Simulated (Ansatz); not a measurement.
# Molecular dynamics of Li$_{2}$O

Input file:

```yaml
accuracy: low
crystal:
  lattice:
    - [0.0, 4.623, 4.623]
    - [4.623, 0.0, 4.623]
    - [4.623, 4.623, 0.0]
  atoms:
    - { symbol: Li, position: [0.125, 0.125, 0.125] }
    - { symbol: Li, position: [0.375, 0.375, 0.375] }
    - { symbol: O, position: [0.0, 0.0, 0.0] }
    - { symbol: Li, position: [0.125, 0.125, 0.625] }
    - { symbol: Li, position: [0.375, 0.375, 0.875] }
    - { symbol: O, position: [0.0, 0.0, 0.5] }
    - { symbol: Li, position: [0.125, 0.625, 0.125] }
    - { symbol: Li, position: [0.375, 0.875, 0.375] }
    - { symbol: O, position: [0.0, 0.5, 0.0] }
    - { symbol: Li, position: [0.125, 0.625, 0.625] }
    - { symbol: Li, position: [0.375, 0.875, 0.875] }
    - { symbol: O, position: [0.0, 0.5, 0.5] }
    - { symbol: Li, position: [0.625, 0.125, 0.125] }
    - { symbol: Li, position: [0.875, 0.375, 0.375] }
    - { symbol: O, position: [0.5, 0.0, 0.0] }
    - { symbol: Li, position: [0.625, 0.125, 0.625] }
    - { symbol: Li, position: [0.875, 0.375, 0.875] }
    - { symbol: O, position: [0.5, 0.0, 0.5] }
    - { symbol: Li, position: [0.625, 0.625, 0.125] }
    - { symbol: Li, position: [0.875, 0.875, 0.375] }
    - { symbol: O, position: [0.5, 0.5, 0.0] }
    - { symbol: Li, position: [0.625, 0.625, 0.625] }
    - { symbol: Li, position: [0.875, 0.875, 0.875] }
    - { symbol: O, position: [0.5, 0.5, 0.5] }
basis:
  ecutwfc: 420.0
kpoints:
  mp_grid: { grid: [2, 2, 2] }
hamiltonian:
  xc: pbe
scf:
  occupations: { method: fermi_dirac, width: 0.05 }
  lower_state_search: "off"
md:
  timestep: 1
  n_steps: 260
  ensemble: nvt_nose_hoover
  temperature: 500.0
  initial_velocities: maxwell_boltzmann
  seed: 948955
  nose_hoover: { tau: 50.0, chain_length: 1 }
```

Run as:

```bash
$ ansatz run input.yaml --threads 1 --pin off --max-ram 3072MiB --backend cpu --events-out ev --progress --plain --runs-dir out
```

It starts from a structure without forces on its atoms.

Output, in part (step lines):

```
md step     0: t =     0.00 fs  T =   500.0 K  F+E_penalty+E_count = -7838.87924124 eV  E_kin = 1.486490 eV  conserved = -7837.39275126 eV  (6 SCF iters)
md step     1: t =     1.00 fs  T =   496.7 K  F+E_penalty+E_count = -7838.86937177 eV  E_kin = 1.476628 eV  conserved = -7837.39274434 eV  (6 SCF iters)
md step     2: t =     2.00 fs  T =   486.8 K  F+E_penalty+E_count = -7838.83999271 eV  E_kin = 1.447309 eV  conserved = -7837.39269497 eV  (6 SCF iters)
md step     3: t =     3.00 fs  T =   470.7 K  F+E_penalty+E_count = -7838.79195993 eV  E_kin = 1.399409 eV  conserved = -7837.39260431 eV  (6 SCF iters)
md step     4: t =     4.00 fs  T =   448.9 K  F+E_penalty+E_count = -7838.72679090 eV  E_kin = 1.334475 eV  conserved = -7837.39247497 eV  (6 SCF iters)
md step     5: t =     5.00 fs  T =   422.0 K  F+E_penalty+E_count = -7838.64661973 eV  E_kin = 1.254675 eV  conserved = -7837.39231087 eV  (4 SCF iters)
md step     6: t =     6.00 fs  T =   391.1 K  F+E_penalty+E_count = -7838.55412928 eV  E_kin = 1.162722 eV  conserved = -7837.39211732 eV  (3 SCF iters)
md step     7: t =     7.00 fs  T =   357.1 K  F+E_penalty+E_count = -7838.45246047 eV  E_kin = 1.061779 eV  conserved = -7837.39190166 eV  (2 SCF iters)
[... lines left out ...]
md step   260: t =   260.00 fs  T =   468.2 K  F+E_penalty+E_count = -7838.01299400 eV  E_kin = 1.391929 eV  conserved = -7837.39122355 eV  (6 SCF iters)
```

The steps, from the saved trajectory:

```csv
time (fs),T (K),potential energy less start (eV),conserved less start (meV/atom)
0.0,500,0.000,0.00
8.0,321,0.534,0.04
16.0,107,1.181,0.09
24.0,183,0.977,0.05
32.0,283,0.747,0.03
40.0,252,0.931,0.07
48.0,261,1.008,0.07
56.0,360,0.860,0.06
64.0,458,0.787,0.06
72.0,492,0.943,0.08
80.0,506,1.172,0.08
88.0,453,1.597,0.09
96.0,301,2.261,0.14
104.0,364,2.256,0.16
112.0,739,1.492,0.10
120.0,933,1.415,0.12
128.0,850,2.073,0.19
136.0,861,2.332,0.19
144.0,923,2.355,0.17
152.0,816,2.773,0.18
160.0,592,3.453,0.22
168.0,545,3.586,0.23
176.0,779,2.864,0.19
184.0,942,2.270,0.17
192.0,907,2.143,0.20
200.0,901,1.819,0.14
208.0,667,2.124,0.15
216.0,446,2.492,0.19
224.0,526,2.003,0.14
232.0,591,1.499,0.11
240.0,523,1.385,0.11
248.0,466,1.275,0.12
256.0,484,0.954,0.08
```

All steps were run. The conserved energy stayed within 0.24 meV per atom of its start (net change 0.064 meV per atom), so the integration is sound. The mean temperature of the second half is 37 % above the set value. A run of 0.26 ps of so small a system gives no equilibrium averages. Limits of this set-up: coarse k mesh, low accuracy level.

Mean squared displacements from the first frame to the last, about the centre of mass: Li 0.02 Å², O 0.01 Å².

Last frame:

```xyz
24
Lattice="0.0000 4.6230 4.6230 4.6230 0.0000 4.6230 4.6230 4.6230 0.0000" Properties=species:S:1:pos:R:3
Li 1.080 1.073 1.303
Li 3.505 3.578 3.482
O 0.042 -0.014 -0.062
Li 3.534 3.518 1.170
Li 5.855 5.841 3.492
O 2.352 2.248 -0.023
Li 3.582 1.126 3.528
Li 5.732 3.496 5.673
O 2.273 -0.113 2.330
Li 5.746 3.488 3.375
Li 8.010 5.926 5.751
O 4.630 2.292 2.399
Li 1.265 3.665 3.522
Li 3.443 5.733 5.902
O 0.015 2.232 2.353
Li 3.479 5.852 3.436
Li 5.657 7.940 5.756
O 2.317 4.695 2.233
Li 3.361 3.572 5.835
Li 5.799 5.834 8.140
O 2.377 2.385 4.586
Li 5.716 5.622 5.754
Li 8.146 8.051 8.083
O 4.511 4.616 4.574
```

Time of the run: 11 min on 1 thread of Arm Neoverse V2 (shared host), peak memory 0.52 GiB.
